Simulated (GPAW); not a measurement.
The system is CoO.

```
Co O
1.0
     0.00000    2.13150    2.13150
     2.13150    0.00000    2.13150
     2.13150    2.13150    0.00000
Co O
1 1
Direct
  0.00000 0.00000 0.00000
  0.50000 0.50000 0.50000
```

Program: GPAW 26.7.0. Alike in all runs: task single point; spin collinear, ferromagnetic start; cell as given; k mesh 9 × 9 × 9; smearing fermi-dirac 0.05 eV.

Question: Order these runs on this cell by their pressure, lowest first.
A. level LDA; potentials or basis the program's PAW data sets (release 1.2.1) made for this functional, pw; cutoff (eV) 650
B. level LDA+U; potentials or basis the program's PAW data sets (release 1.2.1) made for this functional, pw; U Co d U = 8 eV; cutoff (eV) 600
C. level PBE; potentials or basis GPAW PAW data sets (gpaw-data 1.2.1), pw; cutoff (eV) 650

Answer: A (-21.0 GPa), B (-17.8 GPa), C (-3.5 GPa).

Caveats: the cutoff is short for stress and forces, so pressures can be off by a GPa or more; a cell with one magnetic atom can't hold antiferromagnetic order, which such compounds often take; so large a pressure means that the cell lies far from this level's equilibrium, or that cutoff or potentials fall short (some runs).
